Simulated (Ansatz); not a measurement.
# HgTe: the cost of one run

Method: DFT PBEsol, scalar-relativistic, plane waves, PAW, in Ansatz 0.2.0.

2 further runs of the same task are left out: 1 that didn't finish, 1 set aside as unsound or not needed.

### 1 The structure to begin with

It takes space group F-43m (No. 216, cubic). The conventional cell has a = 6.512 Å, b = 6.512 Å, c = 6.512 Å, α = 90.00°, β = 90.00°, γ = 90.00°. Hg (site symmetry -43m) is surrounded by 4 Te at 2.82 Å. Te (site symmetry -43m) is surrounded by 4 Hg at 2.82 Å.

Structure file:

```cif
data_structure
_symmetry_space_group_name_H-M 'F-43m'
_symmetry_Int_Tables_number 216
_cell_length_a 6.5118
_cell_length_b 6.5118
_cell_length_c 6.5118
_cell_angle_alpha 90.000
_cell_angle_beta 90.000
_cell_angle_gamma 90.000
_cell_volume 276.12
loop_
_atom_site_label
_atom_site_type_symbol
_atom_site_symmetry_multiplicity
_atom_site_Wyckoff_symbol
_atom_site_fract_x
_atom_site_fract_y
_atom_site_fract_z
_atom_site_occupancy
Hg1 Hg 4 a 0.00000 0.00000 0.00000 1
Te1 Te 4 c 0.25000 0.25000 0.25000 1
```

It is the result of an earlier relaxation at this level (volume 34.51 Å³/atom; gap on the mesh: none (metal)).

### 2 The bulk in the cell of the plane

input.yaml

```yaml
crystal:
  lattice:
    - [4.6045184592, 0.0, 0.0]
    - [-2.3022592296, 3.9876299579, 0.0]
    - [2.3022592296, -1.329209986, 3.7595735788]
  atoms:
    - { symbol: Hg, position: [0.0, 0.0, 0.0] }
    - { symbol: Te, position: [0.75, 0.25, 0.75] }
basis:
  ecutwfc: 420
kpoints:
  mp_grid: { grid: [9, 9, 9] }
hamiltonian:
  xc: pbesol
scf:
  occupations: { method: gaussian, width: 0.1 }
output:
  forces: true
  stress: true
  eigenvalues: true
```

On the command line:

```
> ansatz run input.yaml --threads 1 --pin off --max-ram 2560MiB --backend cpu --events-out ev --progress --plain --runs-dir out
```

What time and memory should one allow on 1 thread of Intel Xeon 6975P-C (Granite Rapids), shared host?

About 2.7 s, with a peak of 0.41 GiB.
